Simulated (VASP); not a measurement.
Crystal: Sb.

```
CELL_PARAMETERS angstrom
2.15420 1.24373 3.75800
-2.15420 1.24373 3.75800
0.00000 -2.48746 3.75800
ATOMIC_POSITIONS crystal
Sb 0.76651 0.76651 0.76651
Sb 0.23349 0.23349 0.23349
```

| Item | Value |
| --- | --- |
| Program | VASP 6.6.1 |
| Task | relaxation of cell and atoms |
| Functional | PBE |
| Dispersion | D3(BJ) |
| Potentials or basis | VASP PAW PBE potentials, release 64 (Sb) |
| Cutoff | 600 eV |
| k mesh | 8 × 8 × 8 |
| Occupations | fermi-dirac, width 0.05 eV |
| Spin | no spin polarisation |

At the start: pressure 0.2 GPa; volume 30.21 Å³/atom.

Problem. Where does the relaxation end?

Solution. Over 6 steps the energy falls by 3.9 meV/atom and the volume is 29.75 Å³/atom (-1.5 %); space group R-3m (No. 166, to 0.05 Å).

The path:
```tsv
step	energy change (eV)	largest force (eV/Å)	pressure (GPa)	volume (Å³)
1	0.0000	0.1998	0.17	60.41
2	-0.0033	0.0836	-0.42	60.69
3	-0.0036	0.0274	-0.70	60.83
4	-0.0059	0.0129	-0.48	60.40
5	-0.0077	0.0090	-0.13	59.73
6	-0.0079	0.0158	0.01	59.50
```

Final structure:
```xyz
2
Lattice="2.1607 1.2475 3.6792 -2.1607 1.2475 3.6792 0.0000 -2.4949 3.6792" Properties=species:S:1:pos:R:3 pbc="T T T"
Sb    0.0000    0.0000    8.4279
Sb    0.0000    0.0000    2.6096
```

Caveat: pairwise dispersion overbinds metals, which lowers pressure and volume.
